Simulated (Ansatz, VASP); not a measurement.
**Two plane-wave programs on Li**

Contents of INCAR:

```
SYSTEM = Li
PREC = Accurate
ENCUT = 600
EDIFF = 1E-7
ISMEAR = 0
SIGMA = 0.1
LREAL = .False.
LASPH = .True.
NELM = 80
ALGO = Fast
ISIF = 3
LWAVE = .False.
LCHARG = .False.
GGA = PE
IVDW = 12
IBRION = 2
NSW = 100
EDIFFG = -0.005
```

Contents of KPOINTS:

```
regular mesh
0
Gamma
  18 18 18
  0 0 0
```

File POSCAR:

```
Li
1.0
    0.0000000000      2.0884826778      2.0884826778
    2.0884826778      0.0000000000      2.0884826778
    2.0884826778      2.0884826778      0.0000000000
Li
1
Direct
    0.0000000000      0.0000000000      0.0000000000
```

Input for Ansatz:

```yaml
crystal:
  lattice:
    - [0.0, 2.0884826778, 2.0884826778]
    - [2.0884826778, 0.0, 2.0884826778]
    - [2.0884826778, 2.0884826778, 0.0]
  atoms:
    - { symbol: Li, position: [0.0, 0.0, 0.0] }
basis:
  ecutwfc: 420
kpoints:
  mp_grid: { grid: [18, 18, 18] }
hamiltonian:
  xc: pbe
  dispersion: d3bj
scf:
  occupations: { method: gaussian, width: 0.1 }
output:
  forces: true
  stress: true
  eigenvalues: true
  write_density: true
  write_potential: true
  elf: true
  volumetric_format: npy
relax:
  adjacent_minimum: "off"
  f_tol: 0.005
  max_steps: 80
  cell: { stress_tol: 0.05 }
```

This isn't the form of Li at room conditions, which is bcc.

Alike in both runs: task relaxation of cell and atoms; functional PBE; dispersion D3(BJ); k mesh 18 × 18 × 18; occupations gaussian, width 0.1 eV; no spin polarisation.

|  | VASP | Ansatz |
| --- | --- | --- |
| version | VASP 6.6.1 | Ansatz 0.2.0 |
| potentials or method | VASP PAW PBE potentials, release 64 (Li_sv) | scalar-relativistic, plane waves, PAW |
| plane-wave cutoff (eV) | 600 | 420 |
| valence electrons in the cell | 3 | 3 |

Ansatz gave:

```
gap on the k mesh at the Fermi level, each at its own relaxed structure (eV) : none
relaxed volume (Å³/atom)                                                     : 18.22
relaxed cell length with the largest relative difference (Å)                 : 2.954
```

Problem. Which values does VASP return?

Solution. gap on the k mesh at the Fermi level, each at its own relaxed structure (eV): none; relaxed volume (Å³/atom): 18.07; relaxed cell length with the largest relative difference (Å): 2.946.

A gap of «none» marks a metal or a gap that the smearing closes.

Caveats: the cutoff is under 1.25 times the usual one of these potentials, so pressure, stress and relaxed cells hold a basis-set (Pulay) error (VASP); pairwise dispersion overbinds metals, which lowers pressure and volume.
